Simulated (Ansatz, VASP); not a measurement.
**PbO (Litharge) in VASP and in Ansatz**

Contents of INCAR:

```
PREC = Accurate ; ENCUT = 520
EDIFF = 1E-6 ; ISMEAR = -1
SIGMA = 0.05 ; LREAL = False
LASPH = True ; NELM = 60
ALGO = Normal ; ISIF = 2
LWAVE = False ; LCHARG = False
GGA = PE ; NBANDS = 28
```

The input KPOINTS:

```
Automatic mesh
0
Gamma
  7 7 6
```

Contents of POSCAR:

```
PbO
1.0
    3.9632206696      0.0000000000      0.0000000000
    0.0000000000      3.9632206696      0.0000000000
    0.0000000000      0.0000000000      4.9763748258
Pb O
2 2
Direct
    0.5000000000      0.0000000000      0.7600000000
    0.0000000000      0.5000000000      0.2400000000
    0.5000000000      0.5000000000      0.0000000000
    0.0000000000      0.0000000000      0.0000000000
```

The input input.yaml:

```yaml
crystal:
  lattice:
    - [3.9632206696, 0.0, 0.0]
    - [0.0, 3.9632206696, 0.0]
    - [0.0, 0.0, 4.9763748258]
  atoms:
    - { symbol: Pb, position: [0.5, 0.0, 0.76] }
    - { symbol: Pb, position: [0.0, 0.5, 0.24] }
    - { symbol: O, position: [0.5, 0.5, 0.0] }
    - { symbol: O, position: [0.0, 0.0, 0.0] }
kpoints:
  mp_grid: { grid: [7, 7, 6] }
scf:
  occupations: { method: fermi_dirac, width: 0.05 }
hamiltonian:
  xc: pbe
  pseudopotentials: { kind: all_electron, lapw: { basis_error: 0.001 } }
output:
  forces: true
  stress: true
  eigenvalues: true
```

Change from the starting cell: volume scaled by 0.98.

Alike in both runs: task single point; functional PBE; k mesh 7 × 7 × 6; occupations fermi-dirac, width 0.05 eV; no spin polarisation.

|  | VASP | Ansatz |
| --- | --- | --- |
| version | VASP 6.6.1 | Ansatz 0.2.0 |
| potentials or method | VASP PAW PBE potentials, release 64 (Pb_d, O) | all-electron LAPW, scalar-relativistic |
| plane-wave cutoff (eV) | 520 | see its input |

Ansatz gave:

```
gap on the k mesh at the Fermi level (eV)       : 1.38
least direct gap on the mesh (eV)               : 2.42
pressure (GPa)                                  : 4.8
largest component of the traceless stress (GPa) : 0.98
rms of the force components (eV/Å)              : 0.107
```

Q: Which values does VASP return?

A: gap on the k mesh at the Fermi level (eV): 1.39; least direct gap on the mesh (eV): 2.40; pressure (GPa): 4.9; largest component of the traceless stress (GPa): 0.99; rms of the force components (eV/Å): 0.123.

Atom by atom the forces differ by 0.017 eV/Å (rms over components). Ansatz ran all-electron here, so the differences hold the error of VASP's frozen core and of both bases.

Caveats: spin-orbit coupling is left out, which as a rule narrows the gap of such compounds by several tenths of an eV; an odd mesh through Γ misses points on the zone boundary, where band edges often lie.
